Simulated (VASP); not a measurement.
Write the native input for VASP 6.6.1 that does the following.

```yaml
Task: single point
Functional: PBEsol
Potentials_or_basis: VASP PAW PBE potentials, release 64 (Ti_sv, O)
Cutoff: 520 eV
k_mesh: 10 × 10 × 6
Occupations: gaussian, width 0.05 eV
Spin: collinear spin, typed start
Starting_moments: "[0.05, 0.05, 0.0, 0.0] μB"
Dipole_correction: no
Further_INCAR_settings: ALGO = Normal; EDIFF = 1e-06; NBANDS = 30
```

The structure of TiO lies in POSCAR:

```
TiO
1.0
    3.1454913155      0.0000000000      0.0000000000
    0.0000000000      3.1454913155      0.0000000000
    0.0000000000      0.0000000000      4.8602363596
Ti O
2 2
Direct
    0.0000000000      0.5000000000      0.0000000000
    0.5000000000      0.0000000000      0.5000000000
    0.0000000000      0.0000000000      0.2500000000
    0.0000000000      0.0000000000      0.7500000000
```

The cell comes from a database or a generator and needn't be the stable form of this composition.

One way to write it, as run:

INCAR

```
PREC     = Accurate       # precision mode
ENCUT    = 520            # plane-wave cutoff, eV
EDIFF    = 1E-6           # SCF threshold, eV
ISMEAR   = 0              # smearing method
SIGMA    = 0.05           # smearing width, eV
LREAL    = False          # projectors in reciprocal space
LASPH    = True           # aspherical terms in the spheres
NELM     = 150            # most SCF steps
ALGO     = Normal         # electronic algorithm
ISIF     = 2              # what is computed and relaxed
LWAVE    = False          # write WAVECAR
LCHARG   = False          # write CHGCAR
ISPIN    = 2              # spin polarisation
MAGMOM   = 0.05 0.05 0 0  # initial moments
LORBIT   = 11             # projections on sites
LMAXMIX  = 4              # l up to which the mixer works
GGA      = PS             # functional
NBANDS   = 30             # bands
```

KPOINTS

```
Automatic mesh
0
Gamma
  10 10 6
```

Potentials or basis: VASP PAW PBE potentials, release 64 (Ti_sv, O).

Command:

```sh
$ cat potpaw_PBE.64/Ti_sv/POTCAR potpaw_PBE.64/O/POTCAR > POTCAR
$ mpirun -np 1 vasp_std > vasp.out
```

Results of the run:

| Property | Result |
| --- | --- |
| Pressure | 0.6 GPa |
| Band gap on the k mesh | none (metal or under the smearing width) |
| Net moment | 0.00 μB per cell |
| Valence electrons inside the program's atomic spheres | Ti 10.27; O 5.09 |

Caveat: the PAW data sets were made with another functional, which shifts forces and pressure a little; semilocal functionals often make such compounds metallic where correlation or magnetic order opens a gap, which also shifts bond lengths.

Run time: 65 s on 1 thread of Intel(R) Xeon(R) 6975P-C (Granite Rapids), on a shared host, peak memory 0.28 GiB.
